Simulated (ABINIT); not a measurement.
# GaN (F-43m) in ABINIT: further runs, part 2 of 2

ABINIT 10.8.3 (patched build).

## Step 6: Band structure, rPW86PBE

Contents of run.abi:

```
ndtset 2

pp_dirpath "./"
pseudos "Ga.upf, N.upf"

acell 6.0224269985 6.0224269985 6.0224269985
rprim
     0.0000000000     0.7071067812     0.7071067812
     0.7071067812     0.0000000000     0.7071067812
     0.7071067812     0.7071067812     0.0000000000
ntypat 2
znucl 31 7
natom 2
typat 1 2
xred
     0.0000000000     0.0000000000     0.0000000000
     0.2500000000     0.2500000000     0.2500000000

ecut 42.0

ixc -144130

occopt 3
tsmear 0.00183747

nstep 100

iomode 3
prtwf 0
prteig 0
prtebands 0
enunit 2
prtden1 1

kptopt1 1
ngkpt1 10 10 10
nshiftk1 1
shiftk1 0.0 0.0 0.0
nband1 13
tolvrs1 1.0e-10

iscf2 -2
getden2 1
nband2 17
nbdbuf2 2
tolwfr2 1.0e-12
kptopt2 -9
ndivsm2 6
prteig2 1
kptbounds2
     0.0000000000     0.0000000000     0.0000000000
     0.5000000000     0.0000000000     0.5000000000
     0.5000000000     0.2500000000     0.7500000000
     0.3750000000     0.3750000000     0.7500000000
     0.0000000000     0.0000000000     0.0000000000
     0.5000000000     0.5000000000     0.5000000000
     0.6250000000     0.2500000000     0.6250000000
     0.5000000000     0.2500000000     0.7500000000
     0.5000000000     0.5000000000     0.5000000000
     0.3750000000     0.3750000000     0.7500000000
```

Potentials or basis: PseudoDojo NC SR PBE v0.4.1 standard.

The run is started by

```sh
abinit run.abi > log 2>&1
```

run.abo:

```text
.Version 10.8.3 of ABINIT
 DATASET    1 : space group F-4 3 m (#216); Bravais cF (face-center cubic)
================================================================================
 Values of the parameters that define the memory need for DATASET  1.
     intxc =       0    ionmov =       0      iscf =       7    lmnmax =       6
     lnmax =       6     mgfft =      36  mpssoang =       3    mqgrid =    3001
     natom =       2  nloc_mem =       1    nspden =       1   nspinor =       1
    nsppol =       1      nsym =      24    n1xccc =    2501    ntypat =       2
    occopt =       3   xclevel =       2
       mpw =        2020          nfft =       46656          nkpt =          47
================================================================================
================================================================================

 DATASET    2 : space group F-4 3 m (#216); Bravais cF (face-center cubic)
================================================================================
 Values of the parameters that define the memory need for DATASET  2.
     intxc =       0    ionmov =       0      iscf =      -2    lmnmax =       6
     lnmax =       6     mgfft =      36  mpssoang =       3    mqgrid =    3001
     natom =       2  nloc_mem =       1    nspden =       1   nspinor =       1
    nsppol =       1      nsym =      24    n1xccc =    2501    ntypat =       2
    occopt =       3   xclevel =       2
       mpw =        2033          nfft =       46656          nkpt =         103
================================================================================
[... 1835 lines left out ...]
   3.65202   11.29610   13.06036   15.90406   17.48110   20.26366   24.97383   27.42166
  28.99634
 kpt# 101, nband= 17, wtk=  1.00000, kpt=  0.4000  0.4000  0.7000 (reduced coord)
  -9.58691   -8.19923   -8.09202   -8.05478   -7.97669   -6.11783   -0.58173    1.41018
   3.50182   11.03832   13.19724   16.09822   17.78569   19.74085   25.20620   28.10664
  29.33432
 kpt# 102, nband= 17, wtk=  1.00000, kpt=  0.3875  0.3875  0.7250 (reduced coord)
  -9.57792   -8.19710   -8.07403   -8.05984   -7.97549   -6.05236   -0.48330    1.21880
   3.36851   10.78044   13.24427   16.33986   18.04262   19.31812   25.55575   28.32976
  29.86159
 kpt# 103, nband= 17, wtk=  1.00000, kpt=  0.3750  0.3750  0.7500 (reduced coord)
  -9.57310   -8.19683   -8.06199   -8.06188   -7.97129   -6.02346   -0.47068    1.22548
   3.25840   10.55040   13.20202   16.54999   18.24051   19.04184   26.01907   28.32334
  30.18308

== END DATASET(S) ==============================================================
================================================================================

 -outvars: echo values of variables after computation  --------
            acell      6.0224269985E+00  6.0224269985E+00  6.0224269985E+00 Bohr
           etotal1    -8.7071372659E+01
            fcart1     6.3229913690E-29  6.3229913690E-29 -1.8968974107E-28
                      -6.3229913690E-29 -6.3229913690E-29  1.8968974107E-28
            rprim      0.0000000000E+00  7.0710678120E-01  7.0710678120E-01
                       7.0710678120E-01  0.0000000000E+00  7.0710678120E-01
                       7.0710678120E-01  7.0710678120E-01  0.0000000000E+00
           strten1    -3.6682486638E-04 -3.6682486638E-04 -3.6682486638E-04
                       0.0000000000E+00  0.0000000000E+00  0.0000000000E+00
           xangst      0.0000000000E+00  0.0000000000E+00  0.0000000000E+00
                       1.1267503030E+00  1.1267503030E+00  1.1267503030E+00
             xred      0.0000000000E+00  0.0000000000E+00  0.0000000000E+00
                       2.5000000000E-01  2.5000000000E-01  2.5000000000E-01
 Calculation completed.
```

Wall time 86 s (1 thread of Arm Neoverse V2, shared host); peak memory 0.12 GiB.

Results:

| Property | Result |
| --- | --- |
| Free energy | -2369.3328 eV |
| Pressure | 10.8 GPa |
| Band gap on the k mesh | 1.76 eV, direct |
| Band gap along the path | 1.76 eV, direct |
| Valence electrons inside the program's atomic spheres | Ga 10.90; N 5.24 |

Levels at the corners of the path, in eV from the valence-band top:
```csv
point,band 6,band 7,band 8,band 9,band 10,band 11,band 12,band 13
Γ,-13.42,0.00,0.00,0.00,1.76,10.31,10.31,10.31
X,-11.58,-6.14,-2.67,-2.67,3.54,6.64,11.79,13.91
W,-11.31,-5.72,-3.64,-3.57,6.37,8.25,10.30,11.28
K,-11.43,-5.88,-4.18,-2.15,5.14,7.80,11.14,12.83
Γ,-13.42,0.00,0.00,0.00,1.76,10.31,10.31,10.31
L,-12.05,-6.99,-0.96,-0.96,4.62,8.83,10.42,10.42
U,-11.43,-5.88,-4.18,-2.15,5.14,7.80,11.14,12.83
W,-11.31,-5.72,-3.64,-3.57,6.37,8.25,10.30,11.28
L,-12.05,-6.99,-0.96,-0.96,4.62,8.83,10.42,10.42
K,-11.43,-5.88,-4.18,-2.15,5.14,7.80,11.14,12.83
```

Caveat: the potentials were made for another functional, which shifts forces and pressure.

## Step 7: Overview

| task | level | potentials or basis | cutoff (eV) | fine-grid cutoff | gap on the mesh (eV) |
| --- | --- | --- | --- | --- | --- |
| band structure | HCTH407 | JTH PAW PBE v2.0 | 680 | 1278.94 eV | 2.02 |
| band structure | revPBE | JTH PAW PBE v2.0 | 680 | 1278.94 eV | 1.73 |
| equation of state | PBEsol | JTH PAW PBE v2.0 | 544 | 1088.46 eV | - |
| band structure | OLYP | JTH PAW PBE v2.0 | 680 | 1278.94 eV | 1.89 |
| band structure | rPW86PBE | PseudoDojo NC SR PBE v0.4.1 standard | 1143 | - | 1.76 |

Alike in all rows: no spin polarisation; cell as given; k mesh 10 × 10 × 10; smearing fermi-dirac 0.05 eV.

Caveats: the PAW data sets were made with another functional, which shifts forces and pressure a little (some runs); pressures at fixed basis lie under the slope of the energies (some runs); the potentials were made for another functional, which shifts forces and pressure (some runs).

Total energies depend on the potentials used, so only differences within one code and one set of settings carry meaning.

## Step 8: How close it comes

Step 2. Measured gap of GaN: 3.299 eV (direct; 0 K; a printed reference work, textbook). This calculation gives 2.02 eV (-1.28 eV). Spin-orbit coupling on Ga is left out. The value is that of HCTH407, without temperature or zero-point motion. The cell is a database's relaxed one, not the measured one, which moves gaps too.

Step 3. Measured gap of GaN: 3.299 eV (direct; 0 K; a printed reference work, textbook). This calculation gives 1.73 eV (-1.57 eV). Spin-orbit coupling on Ga is left out. The value is that of revPBE, without temperature or zero-point motion. Semilocal functionals fall short of measured gaps as a rule. The cell is a database's relaxed one, not the measured one, which moves gaps too.

Step 5. A measured gap of GaN is 3.299 eV (direct; 0 K; a printed reference work, textbook); the calculated 1.89 eV misses it by -1.40 eV. Spin-orbit coupling on Ga is left out. The value is that of OLYP, without temperature or zero-point motion. The cell is a database's relaxed one, not the measured one, which moves gaps too.

Step 6. Measured gap of GaN: 3.299 eV (direct; 0 K; a printed reference work, textbook). This calculation gives 1.76 eV (-1.54 eV). Spin-orbit coupling on Ga is left out. The value is that of rPW86PBE, without temperature or zero-point motion. The cell is a database's relaxed one, not the measured one, which moves gaps too.
